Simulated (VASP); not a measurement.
Crystal: W.

```xyz
1
Lattice="-1.5823 1.5823 1.5823 1.5823 -1.5823 1.5823 1.5823 1.5823 -1.5823" Properties=species:S:1:pos:R:3 pbc="T T T"
W     0.0000    0.0000    0.0000
```

* Program: VASP 6.6.1
* Task: relaxation of cell and atoms
* Functional: BLYP
* Dispersion: D4
* Potentials or basis: VASP PAW PBE potentials, release 64 (W_sv)
* Cutoff: 600 eV
* k mesh: 12 × 12 × 12
* Occupations: fermi-dirac, width 0.05 eV
* Spin: no spin polarisation

At the start: pressure 3.8 GPa; volume 15.85 Å³/atom.

Question: Where does the relaxation end?

Answer: Over 3 steps the energy falls by 2.3 meV/atom and the volume is 16.05 Å³/atom (+1.3 %); space group Im-3m (No. 229, to 0.05 Å).

Step by step:
```tsv
step	energy change (eV)	largest force (eV/Å)	pressure (GPa)	volume (Å³)
1	0.0000	0.0000	3.80	15.85
2	0.0231	0.0000	-11.54	16.73
3	-0.0023	0.0000	-0.02	16.05
```

Final structure:
```cif
data_structure
_symmetry_space_group_name_H-M 'P 1'
_symmetry_Int_Tables_number 1
_cell_length_a 2.7522
_cell_length_b 2.7522
_cell_length_c 2.7522
_cell_angle_alpha 109.471
_cell_angle_beta 109.471
_cell_angle_gamma 109.471
_cell_volume 16.05
loop_
_atom_site_label
_atom_site_type_symbol
_atom_site_fract_x
_atom_site_fract_y
_atom_site_fract_z
_atom_site_occupancy
W1 W 0.00000 0.00000 0.00000 1
```

Caveat: the PAW data sets were made with another functional, which shifts forces and pressure a little; pairwise dispersion overbinds metals, which lowers pressure and volume.
